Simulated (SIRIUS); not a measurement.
C under changes of volume

One of the cells (5.785 Å³/atom); the others are scaled copies at fixed shape and fractional positions:

```
CELL_PARAMETERS angstrom
0.00000 1.79518 1.79518
1.79518 0.00000 1.79518
1.79518 1.79518 0.00000
ATOMIC_POSITIONS crystal
C 0.75000 0.75000 0.75000
C 0.50000 0.50000 0.50000
```

This isn't the form of C at room conditions, which is graphite.

| Quantity | Value |
| --- | --- |
| Program | SIRIUS 7.12.0 |
| Functional | PBEsol |
| Potentials or basis | all-electron FP-LAPW |
| Cutoff | 321 eV |
| Basis | apw+lo standard |
| k mesh | 13 × 13 × 13 |
| Occupations | fermi-dirac, width 0.05 eV |
| Spin | no spin polarisation |

```csv
volume (Å³/atom),energy over the lowest point (meV/atom),gap on the mesh (eV)
5.332,20.47,4.15
5.445,?,?
5.558,0.00,4.06
5.785,6.71,3.97
5.899,18.66,3.93
6.012,35.79,3.89
```

Task: What does the run at 5.445 Å³/atom give?

Result: Energy over the lowest point 6.53 meV/atom; gap on the mesh 4.10 eV.

Worked out: A Birch-Murnaghan fit of order 3 (a polynomial in V^(-2/3)) to the other rows has its minimum at 5.61 Å³/atom with B0 = V·E''(V) = 453 GPa and B' = 3.8. It gives 6.54 meV/atom at 5.445 Å³/atom, against the run's 6.53. A straight line through the other rows of the gap, of slope -2.17 eV per unit of ln V, gives 4.10 eV, against the run's 4.10.

Energies are extrapolated to zero smearing.

Caveats: an odd mesh through Γ misses points on the zone boundary, where band edges often lie.
